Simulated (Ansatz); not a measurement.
# Sb (R-3m) in Ansatz: a series of runs, part 2 of 2

Ansatz 0.2.0. The steps go on from the part before.

## 6. Single point, RPBE+D4, 29.60 Å³/atom (volume scaled by 0.98)

input.yaml

```yaml
crystal:
  lattice:
    - [2.1397418462, 1.2353805309, 3.7327777635]
    - [-2.1397418462, 1.2353805309, 3.7327777635]
    - [0.0, -2.4707610619, 3.7327777635]
  atoms:
    - { symbol: Sb, position: [0.76651, 0.76651, 0.76651] }
    - { symbol: Sb, position: [0.23349, 0.23349, 0.23349] }
hamiltonian:
  xc: rpbe
  pseudopotentials: { kind: paw }
  dispersion: d4
kpoints:
  mp_grid: { grid: [8, 8, 8] }
scf:
  occupations: { method: fermi_dirac, width: 0.05 }
output:
  forces: true
  stress: true
  eigenvalues: true
  write_density: true
  write_potential: true
  elf: true
  volumetric_format: npy
```

Potentials or basis: Ansatz PAW.

Command:

```sh
$ ansatz run input.yaml --threads 2 --pin off --max-ram 5120MiB --backend cpu --events-out ev --progress --plain --runs-dir out
```

Wall time 1.8 s (2 threads of Intel Xeon Platinum 8488C (Sapphire Rapids), shared host); peak memory 0.42 GiB.

It converged, with:

```
Free energy            : -12988.1972 eV
Pressure               : -0.1 GPa
Largest force          : 0.334 eV/Å
Band gap on the k mesh : none (metal or under the smearing width)
```

Caveat: pairwise dispersion overbinds metals, which lowers pressure and volume; the PAW data sets come from PBE, with cores solved anew for the run's functional, which leaves a small shift of forces and pressure.

## 7. Single point, RPBE+D4, 30.21 Å³/atom

Edit input.yaml of step 6 so:

```diff
@@ -2,5 +2,5 @@
   lattice:
-    - [2.1397418462, 1.2353805309, 3.7327777635]
-    - [-2.1397418462, 1.2353805309, 3.7327777635]
-    - [0.0, -2.4707610619, 3.7327777635]
+    - [2.1542, 1.2437279499, 3.758]
+    - [-2.1542, 1.2437279499, 3.758]
+    - [0.0, -2.4874558998, 3.758]
   atoms:
```

Command:

```sh
$ ansatz run input.yaml --threads 2 --pin off --max-ram 5120MiB --backend cpu --events-out ev --progress --plain --runs-dir out
```

Wall time 1.9 s (2 threads of Intel Xeon Platinum 8488C (Sapphire Rapids), shared host); peak memory 0.43 GiB.

It converged, with:

```
Free energy            : -12988.1919 eV
Pressure               : -1.3 GPa
Largest force          : 0.222 eV/Å
Band gap on the k mesh : none (metal or under the smearing width)
```

Caveat: pairwise dispersion overbinds metals, which lowers pressure and volume; the PAW data sets come from PBE, with cores solved anew for the run's functional, which leaves a small shift of forces and pressure.

## 8. Single point, RPBE+D4, 30.81 Å³/atom (volume scaled by 1.02)

Edit input.yaml of step 7 so:

```diff
@@ -2,5 +2,5 @@
   lattice:
-    - [2.1542, 1.2437279499, 3.758]
-    - [-2.1542, 1.2437279499, 3.758]
-    - [0.0, -2.4874558998, 3.758]
+    - [2.1684666409, 1.2519647989, 3.7828881425]
+    - [-2.1684666409, 1.2519647989, 3.7828881425]
+    - [0.0, -2.5039295978, 3.7828881425]
   atoms:
@@ -20,5 +20 @@
   eigenvalues: true
-  write_density: true
-  write_potential: true
-  elf: true
-  volumetric_format: npy
```

Command:

```sh
$ ansatz run input.yaml --threads 2 --pin off --max-ram 5120MiB --backend cpu --events-out ev --progress --plain --runs-dir out
```

Wall time 1.4 s (2 threads of Intel Xeon Platinum 8488C (Sapphire Rapids), shared host); peak memory 0.43 GiB.

Results (log left out):

* Free energy: -12988.1785 eV
* Pressure: -2.3 GPa
* Largest force: 0.119 eV/Å
* Band gap on the k mesh: none (metal or under the smearing width)

Caveat: pairwise dispersion overbinds metals, which lowers pressure and volume; the PAW data sets come from PBE, with cores solved anew for the run's functional, which leaves a small shift of forces and pressure.

## 9. Single point, RPBE+D4, 31.41 Å³/atom (volume scaled by 1.04)

Edit input.yaml of step 8 so:

```diff
@@ -2,5 +2,5 @@
   lattice:
-    - [2.1684666409, 1.2519647989, 3.7828881425]
-    - [-2.1684666409, 1.2519647989, 3.7828881425]
-    - [0.0, -2.5039295978, 3.7828881425]
+    - [2.1825479877, 1.2600946682, 3.8074530396]
+    - [-2.1825479877, 1.2600946682, 3.8074530396]
+    - [0.0, -2.5201893365, 3.8074530396]
   atoms:
```

Potentials or basis: Ansatz PAW.

Command:

```sh
$ ansatz run input.yaml --threads 2 --pin off --max-ram 5120MiB --backend cpu --events-out ev --progress --plain --runs-dir out
```

Run time: 1.5 s. Hardware: 2 threads of Intel Xeon Platinum 8488C (Sapphire Rapids), shared host; peak memory 0.43 GiB.

It converged, with:

* Free energy: -12988.1577 eV
* Pressure: -3.2 GPa
* Largest force: 0.022 eV/Å
* Band gap on the k mesh: none (metal or under the smearing width)

Caveat: pairwise dispersion overbinds metals, which lowers pressure and volume; the PAW data sets come from PBE, with cores solved anew for the run's functional, which leaves a small shift of forces and pressure.

## 10. Single point, RPBE+D4, 32.02 Å³/atom (volume scaled by 1.06)

Edit input.yaml of step 9 so:

```diff
@@ -2,5 +2,5 @@
   lattice:
-    - [2.1825479877, 1.2600946682, 3.8074530396]
-    - [-2.1825479877, 1.2600946682, 3.8074530396]
-    - [0.0, -2.5201893365, 3.8074530396]
+    - [2.1964499421, 1.2681209653, 3.8317049867]
+    - [-2.1964499421, 1.2681209653, 3.8317049867]
+    - [0.0, -2.5362419306, 3.8317049867]
   atoms:
```

Command:

```sh
$ ansatz run input.yaml --threads 2 --pin off --max-ram 5120MiB --backend cpu --events-out ev --progress --plain --runs-dir out
```

It took 1.6 s on 2 threads of Intel Xeon Platinum 8488C (Sapphire Rapids), shared host; peak memory 0.43 GiB.

Results (log left out):

- Free energy: -12988.1303 eV
- Pressure: -4.0 GPa
- Largest force: 0.067 eV/Å
- Band gap on the k mesh: none (metal or under the smearing width)

Caveat: pairwise dispersion overbinds metals, which lowers pressure and volume; the PAW data sets come from PBE, with cores solved anew for the run's functional, which leaves a small shift of forces and pressure.

## 11. Equation of state, RPBE+D4

No new run: the results of the series are fitted here.

What came out:

```yaml
Equilibrium_volume: 29.55 Å³/atom
Bulk_modulus_at_fixed_shape_and_positions: 60 GPa
Pressure_derivative_of_the_bulk_modulus: 4.7
```

Energy against volume, from the lowest point:
| volume (Å³/atom) | energy (meV/atom) |
| --- | --- |
| 28.393 | 9.17 |
| 28.998 | 1.98 |
| 29.602 | 0.00 |
| 30.206 | 2.64 |
| 30.810 | 9.38 |
| 31.414 | 19.78 |
| 32.018 | 33.44 |

Caveat: the potentials were made for another functional, which shifts forces and pressure; the cell was scaled at fixed shape and fractional positions, which overstates the stiffness of a crystal with free parameters, most of all of layers and chains. Spin-orbit coupling is left out, which matters for the levels of Sb.

## 12. Overview

| task | level | k mesh | points for each segment of the path | q mesh | gap on the mesh (eV) |
| --- | --- | --- | --- | --- | --- |
| band structure | PBEsol | 8 × 8 × 8 | 14 | - | none |
| phonons | PBEsol | 6 × 6 × 6 | 8 | 2 × 2 × 2 | none |
| equation of state | RPBE+D4 | 8 × 8 × 8 | - | - | - |

Alike in all rows: potentials or basis Ansatz PAW; no spin polarisation; cell as given; cutoff (eV) 420; smearing fermi-dirac 0.05 eV.

Caveats: the PAW data sets come from PBE, with cores solved anew for the run's functional, which leaves a small shift of forces and pressure (some runs); spin-orbit coupling is left out, which moves the levels of the heavy elements (some runs); some levels weren't fully converged (some runs); the potentials were made for another functional, which shifts forces and pressure (some runs); the cell was scaled at fixed shape and fractional positions, which overstates the stiffness of a crystal with free parameters, most of all of layers and chains (some runs).

Total energies depend on the potentials used, so only differences within one code and one set of settings carry meaning.
